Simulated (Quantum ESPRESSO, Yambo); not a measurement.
# PbS (Galena): G0W0 with Yambo, start to end, part 3 of 3

How does a plane-wave GW calculation on PbS (Galena) run from the first input to the gap?

Quantum ESPRESSO 7.5 and Yambo 5.3.0; PBE and many-body steps on it, plane waves. Known limits of the many-body steps: not at the basis limit; model gap, bands may invert with spin-orbit coupling; no spin-orbit coupling; coarse k mesh.

So far. Step 3 (Bands along the symmetry lines): The gap is 0.368 eV, as in the run before at this level. Step 4 (Empty states on the mesh, 4×4×4 mesh, 90 bands): On this mesh the gap is 0.368 eV.

The database entry behind the starting cell differs from later determinations by our own check (about 0.1 % short), so it need not match the best structure at ambient conditions.

## 6. Screening and self-energy, 4×4×4 mesh, 90 bands, screening to 149.7 eV

Now the one-shot GW correction: screening in the RPA, then the self-energy of the levels asked for.

This step: G0W0 on PBE, plane waves, norm-conserving pseudopotentials.

File gw1.in:

```
HF_and_locXC
gw0
dyson
ppa
em1d
rim_cut
RandQpts= 1000000
RandGvec= 1 RL
EXXRLvcs= 76 Ry
VXCRLvcs= 304 Ry
Chimod= "HARTREE"
% BndsRnXp
 1 | 90 |
%
NGsBlkXp= 11 Ry
% LongDrXp
 1 | 1 | 1 |
%
% GbndRnge
 1 | 90 |
%
DysSolver= "n"
ExtendOut
PPAPntXp= 27.21138 eV
% QPkrange
 3 | 3 | 13 | 16 |
 1 | 1 | 13 | 16 |
%
```

Run with:

```console
$ OMP_NUM_THREADS=1 mpirun -n 4 yambo -F gw1.in -J gw1 -C gw1 > gw1.log
```

What it wrote:

```text
 Yambo, version 5.3.0

 [02] CORE Variables Setup
 =========================

  [... cell, symmetries and grids as in the set-up ...]

  [02.05] Energies & Occupations
  ==============================

  [X] === General ===
  [X] Electronic Temperature                        :  0.000000  0.000000 [eV K]
  [X] Bosonic    Temperature                        :  0.000000  0.000000 [eV K]
  [X] Finite Temperature mode                       : no
  [X] El. density                                   :  0.53669E+24 [cm-3]
  [X] Fermi Level                                   :  9.908065 [eV]

  [X] === Gaps and Widths ===
  [X] Conduction Band Min                           :  0.368214 [eV]
  [X] Valence Band Max                              :  0.000000 [eV]
  [X] Filled Bands                                  :  14
  [X] Empty Bands                                   :   15   90
  [X] Direct Gap                                    :  0.368214 [eV]
  [X] Direct Gap localized at k                     :  3
  [X] Indirect Gap                                  :  0.368214 [eV]
  [X] Indirect Gap between kpts                     :  3  3
  [X] Last valence band width                       :  3.438853 [eV]
  [X] 1st conduction band width                     :  4.848504 [eV]

 [03] Transferred momenta grid and indexing
 ==========================================

 IBZ Q-points                                      :   8
 BZ  Q-points                                      :   64

 K/Q-points units:
 rlu = crystal or reduced units; cc = cartesian coordinates; iku = interal k-units

 Q [1]          [rlu]:  0.000000  0.000000  0.000000
 Q [2]          [rlu]:  0.43103E-17  0.43103E-17  0.25000
 Q [3]          [rlu]: -0.86205E-17 -0.86205E-17 -0.50000
 Q [4]          [rlu]:  0.82859E-17  0.25000      0.25000
 Q [5]          [rlu]:  0.91933E-17  0.25000      0.50000
 Q [6]          [rlu]: -0.86205E-17  0.25000     -0.25000
 Q [7]          [rlu]: -0.16572E-16 -0.50000     -0.50000
 Q [8]          [rlu]:  0.250000 -0.500000 -0.250000

 [04] Coloumb potential Random Integration (RIM)
 ===============================================

  [04.01] RIM initialization
  ==========================

  * Diagonal components only detected *

  8 x (sBL volume)        :  0.088068 [a.u.]
  sBZ random points       :  1000000
  Points outside the sBZ  :   7999624
  RL volume               :  0.704546 [a.u.]
  Integrated volume       :  0.704579 [a.u.]

  [04.02] RIM integrals
  =====================

  Gamma point sphere radius             :  0.080703 [a.u.]
  Points outside the sphere             :   799635
  [Int_sBZ(q=0) 1/q^2]*(Vol_sBZ)^(-1/3) =:  7.763403
                                 should be <:  7.795600

  Summary of Coulomb integrals for non-metallic bands |Q|[au] RIM/Bare

  Q [1] 0.100000E-4 0.995870 * Q [2] 0.242726 1.064399
  Q [4] 0.280276 1.062895 * Q [6] 0.396371 1.025542
  Q [5] 0.464786 1.018794 * Q [3] 0.485453 1.016436
  Q [7] 0.560553 1.013461 * Q [8] 0.626717 1.010414

 [05] Dipoles
 ============

  [05.01] Setup: observables and procedures
  =========================================

 [06] Dynamic Dielectric Matrix (PPA)
 ====================================

 [WR./gw1//ndb.pp]---------------------------------------------------------------
  Brillouin Zone Q/K grids (IBZ/BZ)                :    8   64    8   64
  RL vectors                                       :   4909 [WF]
  Coulomb cutoff potential                         : none
  Electronic Temperature                           :  0.000000 [K]
  Bosonic    Temperature                           :  0.000000 [K]
  PPA    diel. fun.  energies                      : Perdew, Burke & Ernzerhof(X)+Perdew, Burke & Ernzerhof(C)
  wavefunctions                                    : Perdew, Burke & Ernzerhof(X)+Perdew, Burke & Ernzerhof(C)
  Global Gauge                                     : length
  X matrix size                                    :  259
  X band range                                     :    1   90
  X e/h energy range                               : -1.000000 -1.000000 [eV]
  X Time ordering                                  : R
  X Hxc Kernel                                     : HARTREE
  X Drude frequency                                :  0.000000  0.000000
  X poles                                          :  100.0000 [o/o]
  RL vectors in the sum                            :   4909
  [r,Vnl] included                                 : yes
  Field direction                                  :  0.577350E-5  0.577350E-5  0.577350E-5
  BZ energy Double Grid                            : no
  BZ energy DbGd points                            : 0
  BZ Q point size factor                           : -1.000000
  X Optical Averaged directions                    : none

 [07] Local Exchange-Correlation + Non-Local Fock
 ================================================

 [VXC] Plane waves :  31283
 [EXS] Plane waves :   3943

 QP @ state[ 1 ] K range:  1  1
 QP @ state[ 1 ] b range:  13  16
 QP @ state[ 2 ] K range:  3  3
 QP @ state[ 2 ] b range:  13  16

 [xc] Functional : Perdew, Burke & Ernzerhof(X)+Perdew, Burke & Ernzerhof(C)
 [xc] LIBXC used to calculate xc functional
  PP Number of Atomic Species                      :  2
  NLCC RL compoments                               :  31283
  PP Number of Atomic Species                      :  2
  NLCC RL compoments                               :  31283

 [xc] E_xc :  -18.16916 [Ha]
      E_xc :  -36.33831 [Ry]

  Local XC kind (lXC) : Perdew, Burke & Ernzerhof(X)+Perdew, Burke & Ernzerhof(C)
  Non-Local XC kind (nlXC) : Hartree-Fock

  Corrections @ K [1] :  [eV]
 <13|nlXC|13> = -15.58538  0.11798E-16 <13|lXC|13> = -12.64450 -0.23602E-16
 <14|nlXC|14> = -15.58537  0.14230E-16 <14|lXC|14> = -12.64450  0.000000
 <15|nlXC|15> = -7.031649 -0.17111E-18 <15|lXC|15> = -12.02605  0.47204E-16
 <16|nlXC|16> = -7.031637 -0.25721E-17 <16|lXC|16> = -12.02605  0.000000

  Corrections @ K [3] :  [eV]
 <13|nlXC|13> = -15.81710 -0.94958E-17 <13|lXC|13> = -13.03233 -0.47204E-16
 <14|nlXC|14> = -15.16527 -0.16008E-16 <14|lXC|14> = -13.95007  0.59005E-16
 <15|nlXC|15> = -6.678641  0.26350E-17 <15|lXC|15> = -9.983039  0.94408E-16
 <16|nlXC|16> = -7.283574 -0.33959E-17 <16|lXC|16> = -10.96201  0.47204E-16

 [08] Dyson equation: Newton solver
 ==================================

  [08.01] G0W0 (W PPA)
  ====================

  [  GW  ] Bands range     :    1   90
  [GW/PPA] G damping       :  0.100000 [eV]

  QP @ state[ 1 ] K range:  1  1
  QP @ state[ 1 ] b range:  13  16
  QP @ state[ 2 ] K range:  3  3
  QP @ state[ 2 ] b range:  13  16

   Sc/G bands                                       :    1   90
   Sc/G damping                                     :  0.100000 ev
   Sc bands terminator                              : no
   Sx RL components                                 :   3943

   QP @ state[ 1 ] K range                          :  1  1
   QP @ state[ 1 ] b range                          :  13  16
   QP @ state[ 2 ] K range                          :  3  3
   QP @ state[ 2 ] b range                          :  13  16
   GF energies kind                                 : Perdew, Burke & Ernzerhof(X)+Perdew, Burke & Ernzerhof(C)
   GF WF`s kind                                     : Perdew, Burke & Ernzerhof(X)+Perdew, Burke & Ernzerhof(C)
   Xs energies kind                                 : Perdew, Burke & Ernzerhof(X)+Perdew, Burke & Ernzerhof(C)
   Xs WF`s kind                                     : Perdew, Burke & Ernzerhof(X)+Perdew, Burke & Ernzerhof(C)

 [11] Game Over & Game summary
```

Elapsed: 72 s, on 4 MPI ranks of Arm Neoverse V1, shared host; peak memory 1.6 GiB.

Numbers from this step:

* G0W0 gap on the points computed: 0.5477 eV
* starting gap on the mesh: 0.3682 eV
* k of the valence top: 0, 0, -0.5
* k of the conduction bottom: 0, 0, -0.5
* least direct G0W0 gap on the computed points: 0.5477 eV
* Z at the valence top: 0.7863
* Z at the conduction bottom: 0.8091

The gap on the mesh goes from 0.37 eV to 0.55 eV, a correction of +0.18 eV.

Limits: finite bands, cutoff and mesh; model gap, bands may invert with spin-orbit coupling; no spin-orbit coupling; coarse k mesh. v1 is the top filled band, c1 the lowest empty one. The levels before and after the correction (eV, zero at the valence-band top of each column):

```
           conduction bottom  valence top
Kohn-Sham               0.37         0.00
     G0W0               0.55         0.00
```

```
                   level  energy (eV)
Kohn-Sham  (0 0 -0.5) v2       -1.781
Kohn-Sham  (0 0 -0.5) v1        0.000
Kohn-Sham  (0 0 -0.5) c1        0.368
Kohn-Sham  (0 0 -0.5) c2        1.964
     G0W0  (0 0 -0.5) v2       -2.027
     G0W0  (0 0 -0.5) v1        0.000
     G0W0  (0 0 -0.5) c1        0.548
     G0W0  (0 0 -0.5) c2        2.350
```

## 7. Where the time went

Times are wall times on the hardware named with each run, good to a factor of about two.

```
                          step   time  share  memory (GiB)
                  ground state    7 s    7 %          0.27
bands along the symmetry lines  6.1 s    6 %          0.22
      empty states on the mesh  6.8 s    7 %          0.32
         conversion and set-up  2.7 s    3 %          0.25
     screening and self-energy   72 s   76 %           1.6
```

## 8. Results

| Item | Value |
| --- | --- |
| PBE gap | 0.37 eV, direct |
| G0W0 gap on the mesh | 0.55 eV |
| GW settings | 4×4×4 mesh, 90 bands, screening to 149.7 eV, Godby-Needs plasmon pole |
| known limits | not at the basis limit; model gap, bands may invert with spin-orbit coupling; no spin-orbit coupling; coarse k mesh |

In words: G0W0 moves the gap on the mesh from 0.37 eV to 0.55 eV (+0.18 eV), with Z of 0.79 and 0.81 at the edges. Only 2 of the mesh's irreducible points were corrected, so a valley elsewhere could overtake. The dearest step here is «screening and self-energy». Bands and cutoff are finite, so the gap is not at the basis limit. The miss can reach some tenths of an eV and take either sign; the mesh is an error of its own. In the G0W0 run levels were corrected at 2 k points alone, so a gap called «on the mesh» is the least over those, and an edge elsewhere would be missed. The 4×4×4 mesh is coarse for this cell, which bears on the long-range parts of exchange and screening. Where an edge is built on 6p states of lead, bismuth or thallium, scalar-relativistic gaps usually stand too wide, by a few tenths to over one eV. With atoms this heavy and so narrow a gap, spin-orbit coupling can invert the bands. These scalar-relativistic gaps are then model values, not to be set against experiment, and a spin-orbit change taken from DFT can't simply be added.

[Paths, hosts, dates, memory and timing lines, banners, echoed tables and standing remarks are left out of the program output.]

[Logs are printed without paths, hosts, clocks, repeated set-up lines and the standing remarks that a program may print on its own settings, such as how far it seeks lower states.]

[Runs of the session that timed out or met a known fault of the program may be left out.]

[Hosts, paths, dates, database ids (printed as entryN), source tags and the programs' standing remarks are cut or masked in the printed files.]
